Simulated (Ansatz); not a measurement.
Seebeck coefficient (μV/K, mean over directions) of n-type LaAlO3 (Pm-3m) against carrier density, r2SCAN with spin-orbit coupling, rigid bands (Ansatz, a first-principles code). Computed gap 4.01 eV; densities at which minority carriers matter at this gap, or further valleys turn the trend, are left out. Conductivity mass 0.59 mₑ (harmonic mean over directions), N_c = 2.2e19 cm⁻³ at 300 K.

```tsv
electron density	300 K	500 K
1e16 cm⁻³	(withheld)	-944
1e17 cm⁻³	-678	-745
1e18 cm⁻³	-480	-547
3e18 cm⁻³	-386	-453
1e19 cm⁻³	(withheld)	-350
3e19 cm⁻³	-197	-259
1e20 cm⁻³	-114	-166
3e20 cm⁻³	(withheld)	-97
1e21 cm⁻³	-28	-47
```

Task: Some entries are withheld; supply them.

Result: 
- 1e16 cm⁻³, 300 K: -876
- 1e19 cm⁻³, 300 K: -285
- 3e20 cm⁻³, 300 K: -61

Rigid bands with a gap fixed in temperature, one relaxation time for all states, no polarons or phonon drag, and whether or not such doping can be reached.

LaAlO3 (Pm-3m): a high-temperature phase held by its symmetry.
